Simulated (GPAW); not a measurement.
# ErH2 in GPAW: convergence with k mesh

Input of the first run (k mesh 2 × 2 × 2); the others differ in this setting and in those tied to it:

The input run.py:

```python
from ase.dft.bandgap import bandgap
from ase.io import read, write
from ase.units import GPa
from gpaw import GPAW, PW

atoms = read('ErH2.xyz')
atoms.set_initial_magnetic_moments([3.0, 0.0, 0.0])

calc = GPAW(mode=PW(800),
            xc='MGGA_X_R2SCAN+MGGA_C_R2SCAN',
            kpts={'size': (2, 2, 2), 'gamma': True},
            occupations={'name': 'fermi-dirac', 'width': 0.05},
            nbands=26,
            convergence={'density': 1e-05, 'energy': 1e-05},
            maxiter=100,
            txt='gpaw.txt')
atoms.calc = calc
energy = atoms.get_potential_energy()
forces = atoms.get_forces()
stress = atoms.get_stress()
calc.write('gs.gpw')
write('result.traj', atoms)
print(f'Energy: {energy:.6f} eV')
print('Forces (eV/A):')
print(forces.round(4))
print('Stress (GPa):', (stress / GPa).round(3))
print('Moments:', calc.get_magnetic_moments().round(3))
print('Fermi level:', round(calc.get_fermi_level(), 4), 'eV')
print(f'Gap: {bandgap(calc)[0]:.4f} eV, direct: {bandgap(calc, direct=True)[0]:.4f} eV')
```

The input ErH2.xyz:

```xyz
3
Lattice="0.0000000000 2.5615000000 2.5615000000 2.5615000000 0.0000000000 2.5615000000 2.5615000000 2.5615000000 0.0000000000" Properties=species:S:1:pos:R:3 pbc="T T T"
Er     0.0000000000      0.0000000000      0.0000000000
H      3.8422500000      3.8422500000      3.8422500000
H      1.2807500000      1.2807500000      1.2807500000
```

Potentials or basis: GPAW PAW data sets (gpaw-data 1.2.1), pw.

The run is started by

```bash
$ OMP_NUM_THREADS=1 python run.py
```

Hardware: 1 thread of Arm Neoverse V1 (shared host).

```csv
k mesh,"energy less the tightest run, at zero smearing (meV/atom)",pressure (GPa),largest site moment (μB),SCF cycles,CPU time (s),peak memory (GiB)
2 × 2 × 2,-52.27,5.41,2.60,20,57,0.94
3 × 3 × 3,37.71,5.41,2.60,22,75,0.94
4 × 4 × 4,9.35,5.28,2.45,19,110,0.95
5 × 5 × 5,-2.30,4.81,2.56,19,120,0.95
6 × 6 × 6,-0.31,5.03,2.50,22,220,0.96
7 × 7 × 7,1.08,4.92,2.52,19,230,0.97
8 × 8 × 8,0.62,4.95,2.52,18,310,0.99
10 × 10 × 10,0.00,4.93,2.52,19,510,1
```

Against the tightest run, the energy stays within 1 meV/atom from 8 × 8 × 8 on; the pressure stays within 0.1 GPa from 7 × 7 × 7 on; the largest site moment stays within 0.02 μB from 7 × 7 × 7 on. Meshes of other sizes hit other points, so gaps and Fermi surfaces needn't settle smoothly. The tightest run that finished is the yardstick and may itself not be fully converged.

Caveat, for the tightest run too: one-centre terms of the f shell are cut off; the magnetic or orbital state may not be the lowest; the PAW data sets were made with another functional, which shifts forces and pressure a little; spin-orbit coupling is left out, which moves the levels of the heavy elements; without U or exact exchange the open f shell lies at the Fermi level, which spoils levels, moments and volumes. The state reached can hang on the start; a lower one may exist.
